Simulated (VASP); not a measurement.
# Hg (Im-3m) in VASP: single point with PBE

Aim: the single point of Hg with PBE.

Everything below comes from runs of VASP 6.6.1. Logs are shortened: lines on timing, memory, paths and dates and some standing lists are left out, and cuts for length are marked.

## 1. The structure

Symmetry: Im-3m, No. 229, cubic system. The conventional cell has a = 3.861 Å, b = 3.861 Å, c = 3.861 Å, α = 90.00°, β = 90.00°, γ = 90.00°. Hg (site symmetry m-3m) is surrounded by 8 Hg at 3.34 Å.

The cell was built by a generator and needn't be a form met in nature.

## 2. Single point, PBE

INCAR reads:

```
  ALGO = Normal
  EDIFF = 1E-6
  ENCUT = 520
  GGA = PE
  ISIF = 2
  ISMEAR = -1
  LASPH = T
  LCHARG = F
  LREAL = F
  LWAVE = F
  NBANDS = 12
  NELM = 60
  PREC = Accurate
  SIGMA = 0.13605693000000002
```

KPOINTS reads:

```
k-points
0
Gamma
  12 12 12
```

POSCAR reads:

```
Hg
1.0
   -1.9305316799      1.9305316799      1.9305316799
    1.9305316799     -1.9305316799      1.9305316799
    1.9305316799      1.9305316799     -1.9305316799
Hg
1
Direct
    0.0000000000      0.0000000000      0.0000000000
```

Potentials or basis: VASP PAW PBE potentials, release 64 (Hg).

Run with:

```bash
$ cat potpaw_PBE.64/Hg/POTCAR > POTCAR
$ mpirun -np 1 vasp_std > vasp.out
```

OUTCAR:

```text
EDIFF = 1E-6
   ENCUT = 520
   GGA = PE
   ISIF = 2
   ISMEAR = -1
   LASPH = T
   LREAL = F
   NELM = 60
   PREC = Accurate

 ion  position               nearest neighbor table
   1  0.000  0.000  0.000-

  LATTYP: Found a body centered cubic cell.
 ALAT       =     3.8610633598

  Lattice vectors:

 A1 = (  -1.9305316799,   1.9305316799,   1.9305316799)
 A2 = (   1.9305316799,  -1.9305316799,   1.9305316799)
 A3 = (   1.9305316799,   1.9305316799,  -1.9305316799)

Analysis of symmetry for initial positions (statically):
=====================================================================
 Subroutine PRICEL returns:
 Original cell was already a primitive cell.

 Routine SETGRP: Setting up the symmetry group for a
 body centered cubic supercell.

 Subroutine GETGRP returns: Found 48 space group operations
 (whereof 48 operations were pure point group operations)
 out of a pool of 48 trial point group operations.

The static configuration has the point symmetry O_h .

Analysis of symmetry for dynamics (positions and initial velocities):
=====================================================================
 Subroutine PRICEL returns:
 Original cell was already a primitive cell.

 Routine SETGRP: Setting up the symmetry group for a
 body centered cubic supercell.

 Subroutine GETGRP returns: Found 48 space group operations
 (whereof 48 operations were pure point group operations)
 out of a pool of 48 trial point group operations.

The dynamic configuration has the point symmetry O_h .

 Subroutine INISYM returns: Found 48 space group operations
 (whereof 48 operations are pure point group operations),
 and found     1 'primitive' translations

----------------------------------------------------------------------------------------

                                     Primitive cell

  volume of cell :      28.7800

  direct lattice vectors                    reciprocal lattice vectors
    -1.930531680  1.930531680  1.930531680     0.000000000  0.258996009  0.258996009
     1.930531680 -1.930531680  1.930531680     0.258996009  0.000000000  0.258996009
     1.930531680  1.930531680 -1.930531680     0.258996009  0.258996009  0.000000000

  length of vectors
     3.343778955  3.343778955  3.343778955     0.366275668  0.366275668  0.366275668

  position of ions in fractional coordinates (direct lattice)
     0.000000000  0.000000000  0.000000000

  ion indices of the primitive-cell ions
   primitive index   ion index
                 1           1

----------------------------------------------------------------------------------------

 KPOINTS: k-points

Automatic generation of k-mesh.
 Grid dimensions read from file:
 generate k-points for:   12   12   12

 Generating k-lattice:

  Cartesian coordinates                     Fractional coordinates (reciprocal lattice)
     0.000000000  0.021583001  0.021583001     0.083333333  0.000000000  0.000000000
     0.021583001  0.000000000  0.021583001     0.000000000  0.083333333  0.000000000
     0.021583001  0.021583001  0.000000000     0.000000000  0.000000000  0.083333333

  Length of vectors
     0.030522972  0.030522972  0.030522972

  Shift w.r.t. Gamma in fractional coordinates (k-lattice)
     0.000000000  0.000000000  0.000000000

 Subroutine IBZKPT returns following result:
 ===========================================

 Found     72 irreducible k-points:

 Following reciprocal coordinates:
            Coordinates               Weight
  0.000000  0.000000  0.000000      1.000000
  0.083333  0.000000  0.000000     12.000000
  0.166667  0.000000  0.000000     12.000000
  0.250000  0.000000  0.000000     12.000000
  0.333333  0.000000  0.000000     12.000000
  0.416667  0.000000  0.000000     12.000000
[... 16 lines left out ...]
  0.333333  0.083333  0.083333     24.000000
  0.416667  0.083333  0.083333     12.000000
 [... further k-points ...]
   k-points           NKPTS =     72   k-points in BZ     NKDIM =     72   number of bands    NBANDS=     12
   number of dos      NEDOS =    301   number of ions     NIONS =      1
   total plane-waves  NPLWV =  21952
   dimension x,y,z NGX =    28 NGY =   28 NGZ =   28
   dimension x,y,z NGXF=    56 NGYF=   56 NGZF=   56
   ions per type =               1
   NGX,Y,Z   is equivalent  to a cutoff of  13.92, 13.92, 13.92 a.u.
   NGXF,Y,Z  is equivalent  to a cutoff of  27.84, 27.84, 27.84 a.u.
 SYSTEM =  unknown system
   PREC   = accura    normal or accurate (medium, high low for compatibility)
   ISTART =      0    job   : 0-new  1-cont  2-samecut
   ICHARG =      2    charge: 1-file 2-atom 10-const
   ISPIN  =      1    spin polarized calculation?
   LNONCOLLINEAR =      F non collinear calculations
   LSORBIT =      F    spin-orbit coupling
   LASPH  =      T    aspherical Exc in radial PAW
   ENCUT  =  520.0 eV  38.22 Ry    6.18 a.u.   6.22  6.22  6.22*2*pi/ulx,y,z
   NELM   =     60;   NELMIN=  2; NELMDL= -5     # of ELM steps
   EDIFF  = 0.1E-05   stopping-criterion for ELM
   LREAL  =      F    real-space projection
   EDIFFG = 0.1E-04   stopping-criterion for IOM
   NSW    =      0    number of steps for IOM
   IBRION =     -1    ionic relax: 0-MD 1-quasi-New 2-CG
   NFREE  =      0    steps in history (QN), initial steepest desc. (CG)
   ISIF   =      2    stress and relaxation
   ISYM   =      2    0-nonsym 1-usesym 2-fastsym
   POTIM  = 0.5000    time-step for ionic-motion
   TEBEG  =    0.0;   TEEND  =   0.0 temperature during run
   PSTRESS=    0.0 pullay stress
   NELECT =      12.0000    total number of electrons
   NUPDOWN=      -1.0000    fix difference up-down
   EMIN   =  10.00;   EMAX   =-10.00  energy-range for DOS
   EFERMI =   0.00;   METHOD = LEGACY
   ISMEAR =    -1;   SIGMA  =   0.14  broadening in eV -4-tet -1-fermi 0-gaus
   EFERMI_NEDOS =   21; number of points for ismear=-14 and -15
   IALGO  =     38    algorithm
   IMIX   =      4    mixing-type and parameters
     AMIX     =   0.40;   BMIX     =  1.00
     AMIX_MAG =   1.60;   BMIX_MAG =  1.00
  volume/ion in A,a.u.               =      28.78       194.22
  Fermi-wavevector in a.u.,A,eV,Ry     =   1.223033  2.311198 20.351740  1.495811
  Thomas-Fermi vector in A             =   2.358159
   LORBIT       =      0    0 simple, 1 ext, 2 COOP (PROOUT), +10 PAW based schemes
   GGA     = PE    functional components
   LHFCALC =     F    Hartree Fock is set to
   AEXX    =    0.0000 exact exchange contribution
   IVDW    =     0    specifies the selected vdW correction
   LEPSILON=     F    determine dielectric tensor
   LRPA    =     F    only Hartree local field effects (RPA)
 non-spin polarized calculation
  energy-cutoff  :      520.00
  volume of cell :       28.78
 maximum number of plane-waves:       798
 NGX is ok and might be reduce to    28
   NGX = 13   NGY = 13   NGZ = 13

 number of electron      12.0000000 magnetization

 Free energy of the ion-electron system (eV)
  ---------------------------------------------------
  ext. energy  EPLUGINS =         0.00000000
  ---------------------------------------------------
  free energy    TOTEN  =        -0.18500129 eV

  energy without entropy =       -0.17115659  energy(sigma->0) =       -0.17807894

 E-fermi :   1.3429     XC(G=0):  -9.7889

 val. band max:        1.2834588339   @ k =   0.5000   0.5000   0.3333
 cond. band min:       1.4909048073   @ k =  -0.4167   0.5000   0.3333
 fundamental gap:      0.2074459734
 Fermi energy:         1.3428722481

 k-point     1 :       0.0000    0.0000    0.0000
  band No.  band energies     occupation
      1      -6.2265      2.00000
      2      -5.2043      2.00000
      3      -5.2043      2.00000
      4      -5.2043      2.00000
      5      -4.5996      2.00000
      6      -4.5996      2.00000
      7      15.1017      0.00000
      8      15.1017      0.00000
      9      15.1017      0.00000
     10      15.8537      0.00000
     11      15.8537      0.00000
     12      15.8537      0.00000

 k-point     2 :       0.0833    0.0000    0.0000
  band No.  band energies     occupation
      1      -6.0702      2.00000
      2      -5.2249      2.00000
      3      -5.1911      2.00000
      4      -5.1427      2.00000
      5      -4.6209      2.00000
      6      -4.5989      2.00000
      7      13.4024      0.00000
      8      14.4903      0.00000
      9      14.5821      0.00000
     10      15.4573      0.00000
     11      15.7850      0.00000
     12      15.9068      0.00000

 k-point     3 :       0.1667    0.0000    0.0000
  band No.  band energies     occupation
      1      -5.6921      2.00000
      2      -5.2806      2.00000
      3      -5.0748      2.00000
      4      -4.9694      2.00000
      5      -4.6621      2.00000
      6      -4.5964      2.00000
      7      10.4856      0.00000
      8      13.2151      0.00000
      9      13.4508      0.00000
     10      14.9653      0.00000
     11      15.6286      0.00000
     12      16.4345      0.00000
[... 286 lines left out ...]
 k-point    23 :       0.3333    0.0833    0.0833
  band No.  band energies     occupation
      1      -5.5453      2.00000
      2      -5.4595      2.00000
      3      -4.6342      2.00000
      4      -4.5790      2.00000
      5      -4.4651      2.00000
      6      -1.4098      2.00000
      7       2.7277      0.00008
      8       8.1488      0.00000
      9       9.4654      0.00000
     10      16.6735      0.00000
     11      16.9647      0.00000
     12      20.5276      0.00000

 k-point    24 :       0.4167    0.0833    0.0833
  band No.  band energies     occupation
      1      -5.5757      2.00000
      2      -5.4757      2.00000
      3      -4.6253      2.00000
      4      -4.5756      2.00000
      5      -4.3758      2.00000
      6      -0.2376      1.99998
      7       1.2720      1.25458
      8       7.9100      0.00000
      9       9.3118      0.00000
     10      16.5866      0.00000
     11      16.9210      0.00000
     12      20.5724      0.00000

 [... further k-points ...]

------------------------ aborting loop because EDIFF is reached ----------------------------------------

  FORCE on cell =-STRESS in cart. coord.  units (eV):
  Direction    XX          YY          ZZ          XY          YZ          ZX
  --------------------------------------------------------------------------------------
  -------------------------------------------------------------------------------------
  Total        0.0327005      0.0327005      0.0327005     -0.0000000      0.0000000      0.0000000
  in kB        1.8204327      1.8204327      1.8204327     -0.0000000      0.0000000      0.0000000
  external PRESSURE =       1.8204327 kB  Pullay stress =       0.0000000 kB

 VOLUME and BASIS-vectors are now :
 -----------------------------------------------------------------------------
  energy-cutoff  :      520.00
  volume of cell :       28.78
      direct lattice vectors                 reciprocal lattice vectors
    -1.930531680  1.930531680  1.930531680     0.000000000  0.258996009  0.258996009
     1.930531680 -1.930531680  1.930531680     0.258996009  0.000000000  0.258996009
     1.930531680  1.930531680 -1.930531680     0.258996009  0.258996009  0.000000000

 POSITION                                       TOTAL-FORCE (eV/Angst)
 -----------------------------------------------------------------------------------
      0.00000      0.00000      0.00000         0.000000     -0.000000     -0.000000
 -----------------------------------------------------------------------------------
    total drift:                               -0.000000     -0.000000     -0.000000

  FREE ENERGIE OF THE ION-ELECTRON SYSTEM (eV)
  ---------------------------------------------------
  free  energy   TOTEN  =        -0.1850012857 eV

  energy  without entropy=       -0.1711565865  energy(sigma->0) =       -0.17807894
```

Wall time 12 s (1 thread of Intel Xeon Platinum 8559C (Emerald Rapids), shared host); peak memory 0.17 GiB.

Results:

```yaml
Free_energy: -0.1850 eV
Pressure: 0.2 GPa
Band_gap_on_the_k_mesh: none (metal or under the smearing width)
```

Spin-orbit coupling is left out, which matters for the levels of Hg.
